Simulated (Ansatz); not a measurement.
# NbP (I4_1md) in Ansatz: further runs

One crystal, NbP, is run at these levels: PBEsol; tasks: relaxation of cell and atoms.

Program: Ansatz 0.2.0. These are calculated values, not measurements. Logs are shortened: lines on timing, memory, paths and dates and some standing lists are left out, and cuts for length are marked.

### 1 The crystal as given

Symmetry: I4_1md, No. 109, tetragonal system. The conventional cell has a = 3.350 Å, b = 3.350 Å, c = 11.480 Å, α = 90.00°, β = 90.00°, γ = 90.00°. Around Nb (site symmetry 2mm) lie 6 P at 2.55 Å. Around P (site symmetry 2mm) lie 6 Nb at 2.55 Å.

The cell is a database's computed one.

### 2 Relaxation of cell and atoms, PBEsol

input.yaml reads:

```yaml
crystal:
  lattice:
    - [-1.6749232544, 1.6749232544, 5.7401081759]
    - [1.6749232544, -1.6749232544, 5.7401081759]
    - [1.6749232544, 1.6749232544, -5.7401081759]
  atoms:
    - { symbol: Nb, position: [0.2498808, 0.7498808, 0.5] }
    - { symbol: Nb, position: [0.4998808, 0.4998808, 0.0] }
    - { symbol: P, position: [0.83274777, 0.33274777, 0.5] }
    - { symbol: P, position: [0.08274777, 0.08274777, 0.0] }
hamiltonian:
  xc: pbesol
  pseudopotentials: { kind: paw }
kpoints:
  mp_grid: { grid: [11, 11, 11] }
scf:
  occupations: { method: fermi_dirac, width: 0.05 }
output:
  forces: true
  stress: true
  eigenvalues: true
relax:
  f_tol: 0.01
  max_steps: 40
  cell: { stress_tol: 0.05 }
```

Potentials or basis: Ansatz PAW.

Run with:

```sh
ansatz run input.yaml --threads 2 --pin off --max-ram 5632MiB --backend cpu --events-out ev --progress --plain --runs-dir out
```

Standard output:

```text
Warning: RAYON_NUM_THREADS=2 ignored (pool sized by the plan → 2); use --threads N
basis.fft_grid_basis auto: the FFT boxes are laid along the combinations [[1, 0, 1], [0, 1, 1], [0, 0, 1]] of the cell's own vectors, 3.350, 3.350 and 6.210 Å long. The dense box has 24×24×45 points. Along the cell's own vectors, as sized, it would have 45×45×45, 3.52 times as many. Of the 8 symmetry operations that the crystal satisfies within crystal.symmetry.tolerance (time reversal apart; of a slab, those that keep its plane) the dense box along the cell's own vectors carries 8, and the one as laid loses 6 of those. basis.fft_grid_basis: typed keeps the cell's own vectors: state it where this run's energies or levels are differenced outside the engine with another run's, or held beside a run that keeps those vectors.
Engine: ansatz 0.2.0, aarch64-unknown-linux-gnu
Pseudopotentials: kind: paw
Pseudopotential: Nb, paw, valence charge 13, recommended cutoff 420 eV (normal), Nb.paw.azcp
Pseudopotential: P, paw, valence charge 5, recommended cutoff 420 eV (normal), P.paw.azcp
Functional definition: PBEsol
  exchange = pbesol_x
  correlation = pbesol_c
Crystal: 4 atoms, lattice volume = 64.412 Å³
Basis set: ecut = 420 eV, 1231 PW (Γ), FFT grids on a1+a3, a2+a3, a3, exchange–correlation on 48×48×90 points (8 copies of the dense FFT grid, shifted against one another)
Bands: 22, of which v1, the nominal top of the filled ones, is band 18 counted from 1 (17 counted from 0)
Symmetry: 8 space group operations
Space group: I41md (ITA 109), of the structure as read, at distance tolerance 4.0e-5 Å
k-points: 126 of 1331 (time reversal used)
Non-local potential: Nb, projectors of the file, l = 0: 3, l = 1: 2, l = 2: 2, l = 3: 1
Non-local potential: P, projectors of the file, l = 0: 2, l = 1: 2, l = 2: 2
PAW form: soft (Blöchl's): semilocal exchange-correlation on the pseudo side does not see the compensation charge
PAW frozen core: Nb, regenerated for the run's functional, and the local potential with it (the file was generated under x = pbe(κ = 0.804, μ = 0.2195149727645171), c = pbe(β = 0.06672455060314922))
PAW frozen core: P, regenerated for the run's functional, and the local potential with it (the file was generated under x = pbe(κ = 0.804, μ = 0.2195149727645171), c = pbe(β = 0.06672455060314922))
PAW one-centre angular grid: Nb, 590 points (default); XC on 64 Gauss nodes
PAW one-centre angular grid: P, 110 points (default); XC on 64 Gauss nodes
Initial density: superposition of atomic densities (neutral atoms: chi_scale 0, normalization atom), corrected by the library's trained network
Initial wavefunctions: pseudopotential atomic-orbital guess
Functional: x = pbesol(κ = 0.804, μ = 0.12345679012345678), c = pbesol(β = 0.046)
SCF iter   1: F=—  HF=-10475.367995 eV  |F-HF|=—  |Δ(HF+E_count)|=         —  Δρ=8.32e-3  dr2=2.76e-2  ethr=1.77e-3  ⟨swp⟩=6.0  Hψ=14014  notcnv=0
preconditioner: auto → Kerker (q_TF=auto, 2.476 Å⁻¹)  [metal: Δε(μ)=0.027 eV  Ē_g=6.504 eV  σ=0.050 eV  W_gap=0.13  n_scr=12 (ndim 8)  ℏωp=20.7 eV  f_vac=0.000  D(μ)=0.64/eV (n_scr^D=2)]
SCF iter   2: F=—  HF=-10475.364591 eV  |F-HF|=—  |Δ(HF+E_count)|=   3.40e-3  Δρ=4.67e-3  dr2=8.44e-3  ethr=7.67e-5  ⟨swp⟩=1.5  Hψ=3859  notcnv=0
SCF iter   3: F=—  HF=-10475.363520 eV  |F-HF|=—  |Δ(HF+E_count)|=   1.07e-3  Δρ=6.58e-4  dr2=2.99e-4  ethr=2.34e-5  ⟨swp⟩=2.8  Hψ=4465  notcnv=0
SCF iter   4: F=—  HF=-10475.363456 eV  |F-HF|=—  |Δ(HF+E_count)|=   6.46e-5  Δρ=1.20e-4  dr2=8.46e-6  ethr=8.31e-7  ⟨swp⟩=2.3  Hψ=3748  notcnv=0
SCF iter   5: F=—  HF=-10475.363452 eV  |F-HF|=—  |Δ(HF+E_count)|=   4.07e-6  Δρ=2.01e-5  dr2=2.61e-7  ethr=2.35e-8  ⟨swp⟩=2.4  Hψ=4220  notcnv=0
SCF iter   6: F=-10475.363452 eV  HF=-10475.363452 eV  |F-HF|=9.57e-10  |Δ(HF+E_count)|=   2.37e-8  Δρ=4.24e-6  dr2=9.47e-9  ethr=2.78e-10  ⟨swp⟩=5.1  Hψ=11499  notcnv=0
SCF 1 converged in 6 iterations: F = -10475.363452 eV  dr2 = 9.47e-9
relax step   1: F+E_penalty+E_count = -10475.36345157 eV  Δ(F+E_penalty+E_count) = +0.000e0 eV  max|allowed force component| = 1.733e-2 eV/Å  Δτ_max = 0.0000 Å  P = -6.382 GPa  Ω = 64.412 Å³  (6 SCF iters, dr2 threshold 1.00e-7 eV, accepted)
Crystal: 4 atoms, lattice volume = 60.733 Å³
Basis set: ecut = 420 eV, 1175 PW (Γ), FFT grids on a1+a3, a2+a3, a3, exchange–correlation on 48×48×90 points (8 copies of the dense FFT grid, shifted against one another)
Initial density: handed on by an earlier stage of this run
Initial wavefunctions: those handed on with the density
iter 1 solved again at ethr=1.52e-5 eV; its pass at ethr=3.10e-3 eV (dr2=5.47e-3 eV) is discarded
SCF iter   1: F=—  HF=-10475.385363 eV  |F-HF|=—  |Δ(HF+E_count)|=         —  Δρ=3.44e-3  dr2=5.52e-3  ethr=1.52e-5  ⟨swp⟩=2.4  Hψ=18104  notcnv=0
preconditioner: auto → Kerker (q_TF=auto, 2.501 Å⁻¹)  [metal: Δε(μ)=0.030 eV  Ē_g=6.768 eV  σ=0.050 eV  W_gap=0.15  n_scr=12 (ndim 8)  ℏωp=21.3 eV  f_vac=0.000  D(μ)=0.62/eV (n_scr^D=2)]
SCF iter   2: F=—  HF=-10475.384450 eV  |F-HF|=—  |Δ(HF+E_count)|=   9.13e-4  Δρ=2.04e-3  dr2=2.00e-3  ethr=1.52e-5  ⟨swp⟩=1.0  Hψ=2772  notcnv=0
SCF iter   3: F=—  HF=-10475.383941 eV  |F-HF|=—  |Δ(HF+E_count)|=   5.09e-4  Δρ=2.52e-4  dr2=4.52e-5  ethr=5.56e-6  ⟨swp⟩=2.1  Hψ=3795  notcnv=0
[... 34 lines left out ...]
iter 1 solved again at ethr=1.13e-8 eV; its pass at ethr=3.10e-3 eV (dr2=4.07e-6 eV) is discarded
SCF iter   1: F=—  HF=-10475.408434 eV  |F-HF|=—  |Δ(HF+E_count)|=         —  Δρ=3.73e-5  dr2=9.54e-8  ethr=1.13e-8  ⟨swp⟩=3.2  Hψ=22757  notcnv=0
preconditioner: auto → Kerker (q_TF=auto, 2.490 Å⁻¹)  [metal: Δε(μ)=0.058 eV  Ē_g=6.645 eV  σ=0.050 eV  W_gap=0.28  n_scr=12 (ndim 8)  ℏωp=21.0 eV  f_vac=0.000  D(μ)=0.62/eV (n_scr^D=2)]
SCF iter   2: F=—  HF=-10475.408434 eV  |F-HF|=—  |Δ(HF+E_count)|=   1.29e-7  Δρ=1.95e-5  dr2=2.53e-8  ethr=2.65e-10  ⟨swp⟩=1.5  Hψ=3838  notcnv=0
SCF iter   3: F=—  HF=-10475.408434 eV  |F-HF|=—  |Δ(HF+E_count)|=   4.41e-8  Δρ=6.87e-7  dr2=8.67e-11  ethr=7.02e-11  ⟨swp⟩=3.0  Hψ=5043  notcnv=0
iter 4 did not close the SCF: its close was put off for the readings that it lacked (scf_convergence_deferred on its scf_iter line)
SCF iter   4: F=-10475.408434 eV  HF=-10475.408434 eV  |F-HF|=0.00e0  |Δ(HF+E_count)|=  5.28e-11  Δρ=1.10e-7  dr2=3.28e-12  ethr=1.00e-12  ⟨swp⟩=1.0  Hψ=2772  notcnv=0
iter 5 did not close the SCF: its close was put off for the readings that it lacked (scf_convergence_deferred on its scf_iter line)
SCF iter   5: F=-10475.408434 eV  HF=-10475.408434 eV  |F-HF|=0.00e0  |Δ(HF+E_count)|=  1.82e-12  Δρ=1.34e-8  dr2=1.13e-13  ethr=1.00e-12  ⟨swp⟩=1.0  Hψ=2772  notcnv=0
iter 6 did not close the SCF: its close was put off for the readings that it lacked (scf_convergence_deferred on its scf_iter line)
SCF iter   6: F=-10475.408434 eV  HF=-10475.408434 eV  |F-HF|=0.00e0  |Δ(HF+E_count)|=  1.82e-12  Δρ=2.63e-9  dr2=3.03e-15  ethr=1.00e-12  ⟨swp⟩=1.0  Hψ=2772  notcnv=0
iter 7 did not close the SCF: its close was put off for the readings that it lacked (scf_convergence_deferred on its scf_iter line)
SCF iter   7: F=-10475.408434 eV  HF=-10475.408434 eV  |F-HF|=5.46e-12  |Δ(HF+E_count)|=  1.82e-12  Δρ=5.26e-10  dr2=1.79e-16  ethr=1.00e-12  ⟨swp⟩=1.0  Hψ=2772  notcnv=0
SCF iter   8: F=-10475.408434 eV  HF=-10475.408434 eV  |F-HF|=1.82e-12  |Δ(HF+E_count)|=  5.46e-12  Δρ=1.48e-10  dr2=2.42e-17  ethr=1.00e-12  ⟨swp⟩=1.0  Hψ=6048  notcnv=0
SCF 5 converged in 8 iterations: F = -10475.408434 eV  dr2 = 2.42e-17
relax step   5: F+E_penalty+E_count = -10475.40843425 eV  Δ(F+E_penalty+E_count) = +3.224e-4 eV  max|allowed force component| = 1.765e-3 eV/Å  Δτ_max = 0.0000 Å  P = -0.015 GPa  Ω = 62.243 Å³  stress off target by 3.04e-2 GPa  SCF on the basis re-selected at this cell (its energy is not comparable with the rows above)  (8 SCF iters)
basis re-selected at this cell: Δ(F+E_penalty+E_count) = +3.224e-4 eV, ΔP = -0.005 GPa vs the last step (what re-selecting the basis moved, of the pressure what is left beyond the Pulay correction that the steps carried, after the strain that the cell walked since its last selection, with what the two solves' SCF thresholds leave and, on support functions, any second-order correction that the steps lacked; it is no measure of the basis error at this ecutwfc). This SCF's stress stands 3.04e-2 GPa from its target on what of the cell is left free (relax.cell.stress_tol is 5.00e-2 GPa) and its largest allowed force component is 1.77e-3 eV/Å (relax.f_tol is 1.00e-2 eV/Å): within both
SCF converged after 8 iterations
Free energy (F): -10475.408434 eV
Harris-Foulkes:  -10475.408434 eV  (|F-HF|=1.82e-12)
Internal energy: -10475.403166 eV  (E = F + TS)
E sigma→0 (E₀):  -10475.405800 eV
Entropy (-TS):   -0.005268 eV (-1.317 meV/atom)
Fermi energy:    15.347970 eV
--- Per-component energies (eV) ---
  E_band       = -128.225478
  E_kinetic    = 937.345438
  E_local      = -1688.807276  (includes V_loc(G=0)·N_el)
  E_nonlocal   = 309.034824
  E_hartree    = 549.420146
  E_xc         = -475.683396
  E_vxc        = -552.601308  (∫ρ·V_xc dr)
  E_paw        = -7143.430017  (= ΣΔE_a)
  E_vpaw       = -232.037469  (= ΣTr[D̂ρ^β])
  E_aug_tail   = 0.000020  (compensation charges beyond the density's cutoff)
  E_ewald      = -2963.752516
  E_core_change = 0.469610  (= ΣΔE_core)
  E_smearing   = -0.005268  (= −TS)
  E_closure    = -0.000000  (closes the sum)
  Σ components = -10475.408434   (vs F -10475.408434, Δ=0.00e0)
--- Forces (eV/Å), atoms counted from 1 ---
  atom   1  Nb     0.00000000     0.00000000    -0.00176510
  atom   2  Nb    -0.00000000     0.00000000    -0.00176510
  atom   3  P      0.00000000    -0.00000000     0.00176510
  atom   4  P      0.00000000     0.00000000     0.00176510
  max |Σ_I F_I| component: 5.06e-10 eV/Å
--- Stress (GPa, compression-positive) ---
       -0.006914       0.000000       0.000000
        0.000000      -0.006914      -0.000000
        0.000000      -0.000000      -0.030410
  P = ⅓ Tr σ = -0.0147 GPa (-0.147 kbar)
--- Band table (eV; the first three rows and the last of 126) ---
  k-point 0: bands = ["-39.3667", "-39.3213", "-15.7232", "-15.4852", "-15.4852", "-15.3297", "-15.3297", "-15.2746", "2.4756", "5.0383", "9.0456", "12.2265", "13.0734", "13.0734", "13.1184", "13.5904", "13.9861", "13.9861", "16.1734", "17.0100", "18.1441", "18.6125"]
  k-point 1: bands = ["-39.3627", "-39.3192", "-15.7102", "-15.5111", "-15.5042", "-15.3556", "-15.3485", "-15.2719", "2.7084", "5.1121", "9.1605", "11.8929", "12.8687", "12.9149", "12.9749", "13.4642", "14.0448", "14.1897", "15.8474", "16.4851", "18.1565", "18.1707"]
  k-point 2: bands = ["-39.3515", "-39.3136", "-15.6805", "-15.5767", "-15.5483", "-15.4155", "-15.3966", "-15.2750", "3.3342", "5.2499", "9.5858", "11.1005", "11.8060", "12.3997", "12.5543", "13.6501", "14.4556", "14.5730", "15.6048", "15.8170", "17.6225", "18.5262"]
  k-point 125: bands = ["-39.3430", "-39.3421", "-15.5408", "-15.5018", "-15.4931", "-15.4810", "-15.3386", "-15.3169", "3.5920", "3.6178", "11.1473", "11.3227", "12.1199", "12.4149", "12.6053", "13.0625", "14.3967", "14.9654", "16.2286", "17.0973", "17.4927", "17.8335"]
--- Relaxed structure (4 steps of the walk, 4 accepted, 1 SCFs on fresh bases) ---
  F+E_penalty+E_count = -10475.40843425 eV   max|allowed force component| = 1.765e-3 eV/Å   (the final SCF, on the basis selected at the relaxed cell)
  cell:  # Å, volume = 62.2425 Å³
    - [-1.660170542325048, 1.660170542325048, 5.645754264349783]
    - [1.660170542325048, -1.660170542325048, 5.645754264349783]
    - [1.660170542325048, 1.660170542325048, -5.645754264349783]
  atoms:
    - { symbol: Nb, position: [0.2501919078287781, 0.750191907828778, 0.49999999999999994] }
    - { symbol: Nb, position: [0.5001919078287781, 0.5001919078287781, -2.4057218393985703e-33] }
    - { symbol: P, position: [0.8324366621712218, 0.332436662171222, 0.5] }
    - { symbol: P, position: [0.08243666217122189, 0.08243666217122189, -2.5720689276584714e-34] }
```

Run time: 85 s. Hardware: 2 threads of Arm Neoverse N1, shared host; peak memory 0.49 GiB.

Results:

```
Free energy                            : -10475.4084 eV
Relaxed volume                         : 15.56 Å³/atom
Relaxed cell                           : a = 6.114 Å, b = 6.114 Å, c = 6.114 Å, α = 148.49°, β = 148.49°, γ = 45.16°
Space group after relaxing (to 0.05 Å) : I4_1md (No. 109)
Energy gained by relaxing              : 11.2 meV/atom
Ionic steps                            : 5
Pressure after relaxing                : 0.0 GPa
Band gap on the k mesh                 : 0.06 eV, indirect (least direct gap 0.08 eV)
```

The path:
```csv
step,energy change (eV),largest force (eV/Å),volume (Å³)
1,0.0000,0.0173,64.41
2,-0.0205,0.0127,60.73
3,-0.0452,0.0019,62.32
4,-0.0453,0.0018,62.24
5,-0.0450,0.0018,62.24
```

Final structure:
```yaml
crystal:
  lattice:
    - [-1.66017, 1.66017, 5.64575]
    - [1.66017, -1.66017, 5.64575]
    - [1.66017, 1.66017, -5.64575]
  atoms:
    - { symbol: Nb, position: [0.25019, 0.75019, 0.50000] }
    - { symbol: Nb, position: [0.50019, 0.50019, 0.00000] }
    - { symbol: P, position: [0.83244, 0.33244, 0.50000] }
    - { symbol: P, position: [0.08244, 0.08244, 0.00000] }
```

Caveat: odd divisions of the mesh miss points on the zone boundary, where band edges often lie, so the gap on the mesh can be too wide; the plane-wave basis is chosen anew once the cell has moved, so the energies of steps on either side of that aren't comparable; the PAW data sets come from PBE, with cores solved anew for the run's functional, which leaves a small shift of forces and pressure. A k mesh can miss the band edges.

### 3 Relaxation of cell and atoms, PBEsol, target pressure 2 GPa, at which the enthalpy is minimised

Changes to input.yaml since step 2:

```diff
@@ -24,2 +24,2 @@
   max_steps: 40
-  cell: { stress_tol: 0.05 }
+  cell: { stress_tol: 0.05, p_target: 2.0 }
```

Potentials or basis: Ansatz PAW.

Run with:

```sh
ansatz run input.yaml --threads 2 --pin off --max-ram 5632MiB --backend cpu --events-out ev --progress --plain --runs-dir out
```

Wall time 2 min (2 threads of Arm Neoverse N1, shared host); peak memory 0.49 GiB.

Results (log left out):

```
Free energy                                            : -10475.4047 eV
Relaxed volume                                         : 15.41 Å³/atom
Relaxed cell                                           : a = 6.088 Å, b = 6.088 Å, c = 6.088 Å, α = 148.44°, β = 148.44°, γ = 45.24°
Space group after relaxing (to 0.05 Å)                 : I4_1md (No. 109)
Energy change on relaxing (the enthalpy is what falls) : -10.3 meV/atom
Ionic steps                                            : 7
Pressure after relaxing                                : 2.0 GPa
Band gap on the k mesh                                 : 0.05 eV, indirect (least direct gap 0.11 eV)
```

The path:
```tsv
step	energy change (eV)	largest force (eV/Å)	volume (Å³)
1	0.0000	0.0173	64.41
2	0.0306	0.0045	59.62
3	-0.0431	0.0008	61.77
4	-0.0417	0.0018	61.64
5	-0.0413	0.0018	61.64
6	-0.0412	0.0009	61.63
7	-0.0412	0.0009	61.63
```

Final structure:
```
CELL_PARAMETERS angstrom
-1.65578 1.65578 5.62020
1.65578 -1.65578 5.62020
1.65578 1.65578 -5.62020
ATOMIC_POSITIONS crystal
Nb 0.25025 0.75025 0.50000
Nb 0.50025 0.50025 0.00000
P 0.83238 0.33238 0.50000
P 0.08238 0.08238 0.00000
```

Levels at points of the mesh, in eV from the valence-band top:
| k point | band 14 | band 15 | band 16 | band 17 | band 18 | band 19 | band 20 | band 21 | band 22 |
| --- | --- | --- | --- | --- | --- | --- | --- | --- | --- |
| (0.00, 0.00, 0.00) | -2.28 | -2.24 | -1.76 | -1.35 | -1.35 | 0.84 | 1.69 | 2.85 | 3.31 |

Caveat: odd divisions of the mesh miss points on the zone boundary, where band edges often lie, so the gap on the mesh can be too wide; the plane-wave basis is chosen anew once the cell has moved, so the energies of steps on either side of that aren't comparable; the PAW data sets come from PBE, with cores solved anew for the run's functional, which leaves a small shift of forces and pressure. A k mesh can miss the band edges.

### 4 Relaxation of cell and atoms, PBEsol, target pressure 5 GPa, at which the enthalpy is minimised

Changes to input.yaml since step 3:

```diff
@@ -24,2 +24,2 @@
   max_steps: 40
-  cell: { stress_tol: 0.05, p_target: 2.0 }
+  cell: { stress_tol: 0.05, p_target: 5.0 }
```

Run with:

```sh
ansatz run input.yaml --threads 2 --pin off --max-ram 5632MiB --backend cpu --events-out ev --progress --plain --runs-dir out
```

Run time: 100 s. Hardware: 2 threads of Arm Neoverse N1, shared host; peak memory 0.49 GiB.

The run converged. Its results:

* Free energy: -10475.3862 eV
* Relaxed volume: 15.20 Å³/atom
* Relaxed cell: a = 6.052 Å, b = 6.052 Å, c = 6.052 Å, α = 148.37°, β = 148.37°, γ = 45.34°
* Space group after relaxing (to 0.05 Å): I4_1md (No. 109)
* Energy change on relaxing (the enthalpy is what falls): -5.7 meV/atom
* Ionic steps: 6
* Pressure after relaxing: 5.0 GPa
* Band gap on the k mesh: 0.04 eV, indirect (least direct gap 0.09 eV)

The path:
```csv
step,energy change (eV),largest force (eV/Å),volume (Å³)
1,0.0000,0.0173,64.41
2,0.1223,0.0163,58.37
3,-0.0296,0.0033,61.00
4,-0.0237,0.0024,60.80
5,-0.0233,0.0016,60.78
6,-0.0228,0.0016,60.78
```

Final structure:
```yaml
crystal:
  lattice:
    - [-1.64954, 1.64954, 5.58456]
    - [1.64954, -1.64954, 5.58456]
    - [1.64954, 1.64954, -5.58456]
  atoms:
    - { symbol: Nb, position: [0.25034, 0.75034, 0.50000] }
    - { symbol: Nb, position: [0.50034, 0.50034, 0.00000] }
    - { symbol: P, position: [0.83229, 0.33229, 0.50000] }
    - { symbol: P, position: [0.08229, 0.08229, 0.00000] }
```

Levels at points of the mesh, in eV from the valence-band top:
```tsv
k point	band 16	band 17	band 18	band 19	band 20	band 21
(0.00, 0.00, 0.00)	-1.77	-1.36	-1.36	0.83	1.72	2.91
```

Caveat: odd divisions of the mesh miss points on the zone boundary, where band edges often lie, so the gap on the mesh can be too wide; the plane-wave basis is chosen anew once the cell has moved, so the energies of steps on either side of that aren't comparable; the PAW data sets come from PBE, with cores solved anew for the run's functional, which leaves a small shift of forces and pressure. A k mesh can miss the band edges.

(Part 1 of 2 ends here.)
